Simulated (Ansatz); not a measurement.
# SiC (P6_3mc) in Ansatz: settings compared

Aim: see how the results for SiC move with the level of theory and the settings. Levels: PBEsol+D3(BJ), BLYP+D3(BJ), PBE. Tasks: relaxation of cell and atoms, single point.

Program: Ansatz 0.2.0. These are calculated values, not measurements. Logs are shortened: lines on timing, memory, paths and dates and some standing lists are left out, and cuts for length are marked.

## (1) Starting point

Symmetry: P6_3mc, No. 186, hexagonal system. Conventional cell: a = 3.076 Å, b = 3.076 Å, c = 10.071 Å, α = 90.00°, β = 90.00°, γ = 120.00°. Si (site symmetry 3m) has 4 C at 1.88 to 1.89 Å as nearest neighbours. Si (site symmetry 3m) has 4 C at 1.88 to 1.89 Å as nearest neighbours. C (site symmetry 3m) has 4 Si at 1.88 to 1.89 Å as nearest neighbours. C (site symmetry 3m) has 4 Si at 1.88 to 1.89 Å as nearest neighbours.

The cell is a database's computed one.

## (2) Relaxation of cell and atoms, PBEsol+D3(BJ)

Contents of input.yaml:

```yaml
crystal:
  lattice:
    - [3.0756941497, 0.0, 0.0]
    - [-1.5378470748, 2.6636292679, 0.0]
    - [0.0, 0.0, 10.07064648]
  atoms:
    - { symbol: Si, position: [0.0, 0.0, 0.18789438] }
    - { symbol: Si, position: [0.0, 0.0, 0.68789438] }
    - { symbol: Si, position: [0.3333333333, 0.6666666667, 0.43784198] }
    - { symbol: Si, position: [0.6666666667, 0.3333333333, 0.93784198] }
    - { symbol: C, position: [0.0, 0.0, 0.00046005] }
    - { symbol: C, position: [0.0, 0.0, 0.50046005] }
    - { symbol: C, position: [0.3333333333, 0.6666666667, 0.24980259] }
    - { symbol: C, position: [0.6666666667, 0.3333333333, 0.74980259] }
hamiltonian:
  xc: pbesol
  pseudopotentials: { kind: paw }
  dispersion: d3bj
kpoints:
  mp_grid: { grid: [10, 10, 3] }
scf:
  occupations: { method: fermi_dirac, width: 0.05 }
output:
  forces: true
  stress: true
relax:
  f_tol: 0.01
  max_steps: 40
  cell: { stress_tol: 0.05 }
```

Potentials or basis: Ansatz PAW.

Command:

```
$ ansatz run input.yaml --threads 2 --pin off --max-ram 5120MiB --backend cpu --events-out ev --progress --plain --runs-dir out
```

Output:

```text
Warning: RAYON_NUM_THREADS=2 ignored (pool sized by the plan → 2); use --threads N
Engine: ansatz 0.2.0, x86_64-unknown-linux-gnu
Pseudopotentials: kind: paw
Pseudopotential: Si, paw, valence charge 4, recommended cutoff 420 eV (normal), Si.paw.azcp
Pseudopotential: C, paw, valence charge 4, recommended cutoff 420 eV (normal), C.paw.azcp
Functional definition: PBEsol
  exchange = pbesol_x
  correlation = pbesol_c
Crystal: 8 atoms, lattice volume = 82.504 Å³
Basis set: ecut = 420 eV, 1605 PW (Γ), exchange–correlation on 48×48×144 points (8 copies of the dense FFT grid, shifted against one another)
Bands: 24, of which v1, the nominal top of the filled ones, is band 16 counted from 1 (15 counted from 0)
Symmetry: 12 space group operations
Space group: P63mc (ITA 186), of the structure as read, at distance tolerance 4.4e-5 Å
k-points: 28 of 300 (time reversal used)
Non-local potential: Si, projectors of the file, l = 0: 2, l = 1: 2, l = 2: 2
Non-local potential: C, projectors of the file, l = 0: 2, l = 1: 2, l = 2: 1
PAW form: soft (Blöchl's): semilocal exchange-correlation on the pseudo side does not see the compensation charge
PAW frozen core: Si, regenerated for the run's functional, and the local potential with it (the file was generated under x = pbe(κ = 0.804, μ = 0.2195149727645171), c = pbe(β = 0.06672455060314922))
PAW frozen core: C, regenerated for the run's functional, and the local potential with it (the file was generated under x = pbe(κ = 0.804, μ = 0.2195149727645171), c = pbe(β = 0.06672455060314922))
PAW one-centre angular grid: Si, 110 points (default); XC on 64 Gauss nodes
PAW one-centre angular grid: C, 110 points (default); XC on 64 Gauss nodes
Initial density: superposition of atomic densities (neutral atoms: chi_scale 0, normalization atom), corrected by the library's trained network
Initial wavefunctions: pseudopotential atomic-orbital guess
Functional: x = pbesol(κ = 0.804, μ = 0.12345679012345678), c = pbesol(β = 0.046)
SCF iter   1: F=—  HF=-3476.798846 eV  |F-HF|=—  |Δ(HF+E_count)|=         —  Δρ=8.63e-3  dr2=7.47e-2  ethr=1.77e-3  ⟨swp⟩=6.3  Hψ=3804  notcnv=0  defer=4
preconditioner: auto → none  [insulator: Δε(μ)=2.013 eV  Ē_g=11.851 eV  σ=0.050 eV  W_gap=1.00  n_scr=6 (ndim 8)  ℏωp=23.1 eV  f_vac=0.000  D(μ)=0.00/eV (n_scr^D=0)  ε∞_Penn≈4.8]
SCF iter   2: F=—  HF=-3476.777628 eV  |F-HF|=—  |Δ(HF+E_count)|=   2.12e-2  Δρ=1.58e-3  dr2=1.98e-3  ethr=2.33e-4  ⟨swp⟩=2.9  Hψ=1420  notcnv=0  defer=72
SCF iter   3: F=—  HF=-3476.777304 eV  |F-HF|=—  |Δ(HF+E_count)|=   3.24e-4  Δρ=5.36e-4  dr2=1.64e-4  ethr=6.18e-6  ⟨swp⟩=2.1  Hψ=1045  notcnv=0  defer=72
SCF iter   4: F=—  HF=-3476.777318 eV  |F-HF|=—  |Δ(HF+E_count)|=   1.34e-5  Δρ=9.44e-5  dr2=1.36e-5  ethr=5.13e-7  ⟨swp⟩=2.8  Hψ=1093  notcnv=0  defer=72
SCF iter   5: F=—  HF=-3476.777226 eV  |F-HF|=—  |Δ(HF+E_count)|=   9.19e-5  Δρ=3.61e-5  dr2=9.54e-7  ethr=4.24e-8  ⟨swp⟩=2.0  Hψ=895  notcnv=0  defer=72
SCF iter   6: F=-3476.777226 eV  HF=-3476.777226 eV  |F-HF|=1.05e-8  |Δ(HF+E_count)|=   1.95e-7  Δρ=8.88e-6  dr2=3.94e-8  ethr=3.13e-10  ⟨swp⟩=5.0  Hψ=2318  notcnv=0
SCF 1 converged in 6 iterations: F = -3476.777226 eV  dr2 = 3.94e-8
relax step   1: F+E_penalty+E_count = -3476.77722615 eV  Δ(F+E_penalty+E_count) = +0.000e0 eV  max|allowed force component| = 4.585e-3 eV/Å  Δτ_max = 0.0000 Å  P = -3.365 GPa  Ω = 82.504 Å³  (6 SCF iters, dr2 threshold 1.00e-7 eV, accepted)
Crystal: 8 atoms, lattice volume = 81.838 Å³
Basis set: ecut = 420 eV, 1593 PW (Γ), exchange–correlation on 48×48×144 points (8 copies of the dense FFT grid, shifted against one another)
Initial density: handed on by an earlier stage of this run
Initial wavefunctions: those handed on with the density
iter 1 solved again at ethr=1.36e-5 eV; its pass at ethr=3.10e-3 eV (dr2=4.34e-3 eV) is discarded
SCF iter   1: F=—  HF=-3476.790184 eV  |F-HF|=—  |Δ(HF+E_count)|=         —  Δρ=2.04e-3  dr2=4.17e-3  ethr=1.36e-5  ⟨swp⟩=1.7  Hψ=3185  notcnv=0
preconditioner: auto → none  [insulator: Δε(μ)=2.144 eV  Ē_g=11.966 eV  σ=0.050 eV  W_gap=1.00  n_scr=6 (ndim 8)  ℏωp=23.2 eV  f_vac=0.000  D(μ)=0.00/eV (n_scr^D=0)  ε∞_Penn≈4.8]
SCF iter   2: F=—  HF=-3476.788857 eV  |F-HF|=—  |Δ(HF+E_count)|=   1.33e-3  Δρ=3.32e-4  dr2=1.11e-4  ethr=1.30e-5  ⟨swp⟩=2.1  Hψ=1017  notcnv=0
SCF iter   3: F=—  HF=-3476.788743 eV  |F-HF|=—  |Δ(HF+E_count)|=   1.14e-4  Δρ=9.49e-5  dr2=5.93e-6  ethr=3.46e-7  ⟨swp⟩=2.6  Hψ=1151  notcnv=0
iter 4 did not close the SCF: its close was put off for the readings that it lacked (scf_convergence_deferred on its scf_iter line)
SCF iter   4: F=-3476.788741 eV  HF=-3476.788742 eV  |F-HF|=3.87e-7  |Δ(HF+E_count)|=   9.46e-7  Δρ=1.59e-5  dr2=4.98e-7  ethr=1.85e-8  ⟨swp⟩=2.7  Hψ=1169  notcnv=0
iter 5 did not close the SCF: its close was put off for the readings that it lacked (scf_convergence_deferred on its scf_iter line)
SCF iter   5: F=-3476.788742 eV  HF=-3476.788742 eV  |F-HF|=1.47e-8  |Δ(HF+E_count)|=   1.04e-7  Δρ=5.82e-6  dr2=3.46e-8  ethr=1.56e-9  ⟨swp⟩=2.0  Hψ=947  notcnv=0
[... 36 lines left out ...]
SCF iter   3: F=—  HF=-3476.792511 eV  |F-HF|=—  |Δ(HF+E_count)|=   1.15e-8  Δρ=2.48e-6  dr2=1.23e-8  ethr=1.56e-10  ⟨swp⟩=2.2  Hψ=1064  notcnv=0
iter 4 did not close the SCF: its close was put off for the readings that it lacked (scf_convergence_deferred on its scf_iter line)
SCF iter   4: F=-3476.792511 eV  HF=-3476.792511 eV  |F-HF|=2.55e-11  |Δ(HF+E_count)|=   3.17e-9  Δρ=9.26e-7  dr2=2.24e-10  ethr=3.83e-11  ⟨swp⟩=2.0  Hψ=933  notcnv=0
iter 5 did not close the SCF: its close was put off for the readings that it lacked (scf_convergence_deferred on its scf_iter line)
SCF iter   5: F=-3476.792511 eV  HF=-3476.792511 eV  |F-HF|=5.00e-12  |Δ(HF+E_count)|=  5.37e-11  Δρ=1.87e-7  dr2=1.60e-11  ethr=1.00e-12  ⟨swp⟩=2.6  Hψ=1118  notcnv=0
SCF iter   6: F=-3476.792511 eV  HF=-3476.792511 eV  |F-HF|=4.55e-13  |Δ(HF+E_count)|=  2.73e-12  Δρ=5.56e-8  dr2=1.00e-12  ethr=1.00e-12  ⟨swp⟩=1.0  Hψ=1456  notcnv=0
SCF 5 converged in 6 iterations: F = -3476.792511 eV  dr2 = 1.00e-12
relax step   5: F+E_penalty+E_count = -3476.79251095 eV  Δ(F+E_penalty+E_count) = -2.418e-6 eV  max|allowed force component| = 8.378e-5 eV/Å  Δτ_max = 0.0001 Å  P = +0.000 GPa  Ω = 81.282 Å³  energy of the carried Pulay correction = +2.296e-3 eV  (6 SCF iters, dr2 threshold 7.43e-9 eV, accepted)
Initial wavefunctions: pseudopotential atomic-orbital guess (no wavefunctions were taken with the density)
iter 1 solved again at ethr=8.14e-8 eV; its pass at ethr=3.10e-3 eV (dr2=2.60e-5 eV) is discarded
SCF iter   1: F=—  HF=-3476.790451 eV  |F-HF|=—  |Δ(HF+E_count)|=         —  Δρ=6.49e-5  dr2=5.31e-7  ethr=8.14e-8  ⟨swp⟩=3.1  Hψ=5676  notcnv=0
SCF iter   2: F=—  HF=-3476.790375 eV  |F-HF|=—  |Δ(HF+E_count)|=   7.56e-5  Δρ=3.15e-5  dr2=9.83e-8  ethr=1.66e-9  ⟨swp⟩=2.5  Hψ=1082  notcnv=0
SCF iter   3: F=—  HF=-3476.790376 eV  |F-HF|=—  |Δ(HF+E_count)|=   1.81e-7  Δρ=5.02e-6  dr2=3.38e-9  ethr=3.07e-10  ⟨swp⟩=2.0  Hψ=1120  notcnv=0
iter 4 did not close the SCF: its close was put off for the readings that it lacked (scf_convergence_deferred on its scf_iter line)
SCF iter   4: F=-3476.790376 eV  HF=-3476.790376 eV  |F-HF|=3.64e-12  |Δ(HF+E_count)|=   4.54e-9  Δρ=3.69e-7  dr2=4.90e-11  ethr=1.06e-11  ⟨swp⟩=2.1  Hψ=1038  notcnv=0
iter 5 did not close the SCF: its close was put off for the readings that it lacked (scf_convergence_deferred on its scf_iter line)
SCF iter   5: F=-3476.790376 eV  HF=-3476.790376 eV  |F-HF|=1.09e-11  |Δ(HF+E_count)|=  1.50e-11  Δρ=1.11e-7  dr2=1.58e-11  ethr=1.00e-12  ⟨swp⟩=1.3  Hψ=758  notcnv=0
SCF iter   6: F=-3476.790376 eV  HF=-3476.790376 eV  |F-HF|=9.09e-13  |Δ(HF+E_count)|=  2.73e-12  Δρ=4.28e-8  dr2=1.31e-12  ethr=1.00e-12  ⟨swp⟩=2.9  Hψ=2040  notcnv=0
SCF 6 converged in 6 iterations: F = -3476.790376 eV  dr2 = 1.31e-12
relax step   6: F+E_penalty+E_count = -3476.79037558 eV  Δ(F+E_penalty+E_count) = +2.135e-3 eV  max|allowed force component| = 7.151e-5 eV/Å  Δτ_max = 0.0000 Å  P = -0.047 GPa  Ω = 81.282 Å³  stress off target by 4.90e-2 GPa  SCF on the basis re-selected at this cell (its energy is not comparable with the rows above)  (6 SCF iters)
basis re-selected at this cell: Δ(F+E_penalty+E_count) = +2.135e-3 eV, ΔP = -0.048 GPa vs the last step (what re-selecting the basis moved, of the pressure what is left beyond the Pulay correction that the steps carried, after the strain that the cell walked since its last selection, with what the two solves' SCF thresholds leave and, on support functions, any second-order correction that the steps lacked; it is no measure of the basis error at this ecutwfc). This SCF's stress stands 4.90e-2 GPa from its target on what of the cell is left free (relax.cell.stress_tol is 5.00e-2 GPa) and its largest allowed force component is 7.15e-5 eV/Å (relax.f_tol is 1.00e-2 eV/Å): within both
SCF converged after 6 iterations
Free energy (F): -3476.790376 eV
Harris-Foulkes:  -3476.790376 eV  (|F-HF|=9.09e-13)
Internal energy: -3476.790376 eV  (E = F + TS)
E sigma→0 (E₀):  -3476.790376 eV
Fermi energy:    10.785169 eV
--- Per-component energies (eV) ---
  E_band       = 118.067446
  E_kinetic    = 544.994979
  E_local      = -412.414371  (includes V_loc(G=0)·N_el)
  E_nonlocal   = 208.841407
  E_hartree    = 126.270752
  E_xc         = -419.834036
  E_vxc        = -438.328941  (∫ρ·V_xc dr)
  E_paw        = -2377.688403  (= ΣΔE_a)
  E_vpaw       = -37.567194  (= ΣTr[D̂ρ^β])
  E_aug_tail   = 0.000058  (compensation charges beyond the density's cutoff)
  E_ewald      = -1145.200032
  E_disp       = -1.971373  (pairwise vdW)
  E_core_change = 0.210645  (= ΣΔE_core)
  E_smearing   = -0.000000  (= −TS)
  E_closure    = -0.000000  (closes the sum)
  Σ components = -3476.790376   (vs F -3476.790376, Δ=0.00e0)
--- Forces (eV/Å), atoms counted from 1 ---
  atom   1  Si     0.00000000    -0.00000000    -0.00000289
  atom   2  Si    -0.00000000     0.00000000    -0.00000289
  atom   3  Si    -0.00000000     0.00000000    -0.00007137
  atom   4  Si     0.00000000    -0.00000000    -0.00007137
  atom   5  C     -0.00000000     0.00000000     0.00005108
  atom   6  C      0.00000000    -0.00000000     0.00005108
  atom   7  C     -0.00000000    -0.00000000     0.00002373
  atom   8  C     -0.00000000     0.00000000     0.00002373
  max |Σ_I F_I| component: 1.10e-6 eV/Å
--- Stress (GPa, compression-positive) ---
       -0.046734      -0.000000       0.000000
       -0.000000      -0.046734       0.000000
        0.000000       0.000000      -0.048990
  P = ⅓ Tr σ = -0.0475 GPa (-0.475 kbar)
--- Relaxed structure (5 steps of the walk, 5 accepted, 1 SCFs on fresh bases) ---
  F+E_penalty+E_count = -3476.79037558 eV   max|allowed force component| = 7.151e-5 eV/Å   (the final SCF, on the basis selected at the relaxed cell)
  cell:  # Å, volume = 81.2823 Å³
    - [3.0607771881955763, -2.8727477080354646e-11, -1.5374544188679445e-18]
    - [-1.5303885940729094, 2.650710800315636, 8.562218010213581e-19]
    - [-5.034037579148317e-18, 3.307994515344796e-19, 10.018481892414883]
  atoms:
    - { symbol: Si, position: [4.6076668142987834e-21, 4.959570533350943e-32, 0.18791973050579788] }
    - { symbol: Si, position: [4.607666814299602e-21, 5.014640092698265e-32, 0.6879197305057978] }
    - { symbol: Si, position: [0.3333333333333333, 0.6666666666666667, 0.4378258283194451] }
    - { symbol: Si, position: [0.6666666666666667, 0.3333333333333333, 0.9378258283194448] }
    - { symbol: C, position: [-2.8140670733640462e-21, -3.0466333280233457e-32, 0.0004445675385864442] }
    - { symbol: C, position: [-2.814067073363385e-21, -3.047784136992801e-32, 0.5004445675385866] }
    - { symbol: C, position: [0.3333333333333333, 0.6666666666666667, 0.24980887363617066] }
    - { symbol: C, position: [0.6666666666666667, 0.3333333333333333, 0.7498088736361707] }
```

Wall time 10 s (2 threads of AMD EPYC 7B13 (Zen 3), shared host); peak memory 0.41 GiB.

What came out:

| Property | Result |
| --- | --- |
| Free energy | -3476.7904 eV |
| Relaxed volume | 10.16 Å³/atom |
| Relaxed cell | a = 3.061 Å, b = 3.061 Å, c = 10.018 Å, α = 90.00°, β = 90.00°, γ = 120.00° |
| Space group after relaxing (to 0.05 Å) | P6_3mc (No. 186) |
| Energy gained by relaxing | 1.6 meV/atom |
| Ionic steps | 6 |
| Pressure after relaxing | 0.0 GPa |
| Band gap on the k mesh | 2.12 eV |

Step by step:
| step | energy change (eV) | largest force (eV/Å) | volume (Å³) |
| --- | --- | --- | --- |
| 1 | 0.0000 | 0.0046 | 82.50 |
| 2 | -0.0115 | 0.0046 | 81.84 |
| 3 | -0.0153 | 0.0007 | 81.27 |
| 4 | -0.0153 | 0.0018 | 81.28 |
| 5 | -0.0153 | 0.0001 | 81.28 |
| 6 | -0.0131 | 0.0001 | 81.28 |

Final structure:
```
Si C
1.0
     3.06078    0.00000    0.00000
    -1.53039    2.65071    0.00000
     0.00000    0.00000   10.01848
Si C
4 4
Direct
  0.00000 0.00000 0.18792
  0.00000 0.00000 0.68792
  0.33333 0.66667 0.43783
  0.66667 0.33333 0.93783
  0.00000 0.00000 0.00044
  0.00000 0.00000 0.50044
  0.33333 0.66667 0.24981
  0.66667 0.33333 0.74981
```

Caveat: odd divisions of the mesh miss points on the zone boundary, where band edges often lie, so the gap on the mesh can be too wide; the plane-wave basis is chosen anew once the cell has moved, so the energies of steps on either side of that aren't comparable; the PAW data sets come from PBE, with cores solved anew for the run's functional, which leaves a small shift of forces and pressure. A k mesh can miss the band edges.

(Continued in part 2 of 2.)
